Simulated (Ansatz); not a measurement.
The system is Ca.

```
Ca
1.0
     0.00000    2.79420    2.79420
     2.79420    0.00000    2.79420
     2.79420    2.79420    0.00000
Ca
1
Direct
  0.00000 0.00000 0.00000
```

```yaml
Program: Ansatz 0.2.0
Task: relaxation of cell and atoms
Functional: PBE
Potentials_or_basis: Ansatz PAW
Cutoff: "420 eV (not typed: the program's choice for these potentials)"
k_mesh: 8 × 8 × 8
Occupations: fermi-dirac, width 0.05 eV
Spin: no spin polarisation
```

At the start: volume 43.63 Å³/atom.

**Question.** How do energy, volume and symmetry change on relaxing?

**Answer.** It ends after 4 steps and the volume is 42.13 Å³/atom (-3.4 %); space group Fm-3m (No. 225, to 0.05 Å).

The path:
| step | energy change (eV) | largest force (eV/Å) | volume (Å³) |
| --- | --- | --- | --- |
| 1 | 0.0000 | 0.0000 | 43.63 |
| 2 | -0.0018 | 0.0000 | 43.01 |
| 3 | -0.0027 | 0.0000 | 42.13 |
| 4 | -0.0026 | 0.0000 | 42.13 |

Final structure:
```
Ca
1.0
     0.00000    2.76178    2.76178
     2.76178    0.00000    2.76178
     2.76178    2.76178    0.00000
Ca
1
Cartesian
  0.0000 0.0000 0.0000
```

Caveat: the plane-wave basis is chosen anew once the cell has moved, so the energies of steps on either side of that aren't comparable.
